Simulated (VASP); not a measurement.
A run of VASP 6.6.1 is set up as follows.

The input INCAR:

```
  PREC = Accurate
  ENCUT = 520
  EDIFF = 1E-6
  ISMEAR = 0
  SIGMA = 0.1
  LREAL = F
  LASPH = T
  NELM = 100
  ALGO = Fast
  ISIF = 2
  LWAVE = F
  LCHARG = F
  GGA = PE
  NBANDS = 11
```

File KPOINTS:

```
regular mesh
0
Gamma
  18 18 18
```

File POSCAR:

```
Si
1.0
   -2.4733650273      2.4733650273      1.3664981135
    2.4733650273     -2.4733650273      1.3664981135
    2.4733650273      2.4733650273     -1.3664981135
Si
2
Direct
    0.2500000000      0.7500000000      0.5000000000
    0.5000000000      0.5000000000      0.0000000000
```

Potentials or basis: VASP PAW PBE potentials, release 64 (Si).

Launch:

```sh
$ cat potpaw_PBE.64/Si/POTCAR > POTCAR
$ mpirun -np 1 vasp_std > vasp.out
```

(1) Estimate the pressure.

(2) Estimate the band gap on the k mesh.

## Answers

(1) -7.5 GPa.

(2) none (metal or under the smearing width).
